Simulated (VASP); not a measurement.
Input of a VASP 6.6.1 run:

Contents of INCAR:

```
PREC = Accurate
ENCUT = 400
EDIFF = 1E-6
ISMEAR = 1
SIGMA = 0.1
LREAL = Auto
LASPH = T
NELM = 100
ALGO = Normal
ISIF = 2
LWAVE = F
LCHARG = F
GGA = PE
IVDW = 12
IBRION = 2
NSW = 120
EDIFFG = -0.03
ISYM = 0
KPAR = 4
```

The input KPOINTS:

```
Automatic mesh
0
Gamma
  6 6 1
```

File POSCAR:

```
Pt
1.0
    5.5437171645      0.0000000000      0.0000000000
    2.7718585823      4.8009998959      0.0000000000
    0.0000000000      0.0000000000     27.8160652761
Pt
24
Selective dynamics
Direct
    0.1666666667      0.1666666667      0.0898761193  F F F
    0.6666666667      0.1666666667      0.0898761193  F F F
    0.1666666667      0.6666666667      0.0898761193  F F F
    0.6666666667      0.6666666667      0.0898761193  F F F
    0.8333333333      0.3333333333      0.1712396418  F F F
    0.3333333333      0.3333333333      0.1712396418  F F F
    0.8333333333      0.8333333333      0.1712396418  F F F
    0.3333333333      0.8333333333      0.1712396418  F F F
    0.0000000000      0.0000000000      0.2526031644  T T T
    0.5000000000      0.0000000000      0.2526031644  T T T
    0.0000000000      0.5000000000      0.2526031644  T T T
    0.5000000000      0.5000000000      0.2526031644  T T T
    0.1666666667      0.1666666667      0.3339666870  T T T
    0.6666666667      0.1666666667      0.3339666870  T T T
    0.1666666667      0.6666666667      0.3339666870  T T T
    0.6666666667      0.6666666667      0.3339666870  T T T
    0.8333333333      0.3333333333      0.4153302096  T T T
    0.3333333333      0.3333333333      0.4153302096  T T T
    0.8333333333      0.8333333333      0.4153302096  T T T
    0.3333333333      0.8333333333      0.4153302096  T T T
    0.0000000000      0.0000000000      0.4966937322  T T T
    0.5000000000      0.0000000000      0.4966937322  T T T
    0.0000000000      0.5000000000      0.4966937322  T T T
    0.5000000000      0.5000000000      0.4966937322  T T T
```

Potentials or basis: VASP PAW PBE potentials, release 64 (Pt).

The run is started by

```console
$ cat potpaw_PBE.64/Pt/POTCAR > POTCAR
$ mpirun -np 4 vasp_std > vasp.out
```

Predict the energy gained by relaxing.

1.2 meV/atom.

What does it give for the band gap on the k mesh?

None (metal or under the smearing width).

Estimate the dispersion energy per atom.

-0.644 eV.

Final structure:
```xyz
24
Lattice="5.5437 0.0000 0.0000 2.7719 4.8010 0.0000 0.0000 0.0000 27.8161" Properties=species:S:1:pos:R:3 pbc="T T T"
Pt    1.3859    0.8002    2.5000
Pt    4.1578    0.8002    2.5000
Pt    2.7719    3.2007    2.5000
Pt    5.5437    3.2007    2.5000
Pt    5.5437    1.6003    4.7632
Pt    2.7719    1.6003    4.7632
Pt    6.9296    4.0008    4.7632
Pt    4.1578    4.0008    4.7632
Pt    2.7719    4.8010    7.0231
Pt    2.7719    0.0000    7.0231
Pt    1.3859    2.4005    7.0231
Pt    4.1578    2.4005    7.0231
Pt    1.3859    0.8002    9.2786
Pt    4.1578    0.8002    9.2786
Pt    2.7719    3.2007    9.2786
Pt    5.5437    3.2007    9.2786
Pt    5.5437    1.6003   11.5373
Pt    2.7719    1.6003   11.5373
Pt    6.9296    4.0008   11.5373
Pt    4.1578    4.0008   11.5373
Pt    0.0000    0.0000   13.8450
Pt    5.5437    4.8010   13.8450
Pt    6.9296    2.4005   13.8450
Pt    4.1578    2.4005   13.8450
```

The run has no spin-orbit coupling, so splittings on Pt are missing.
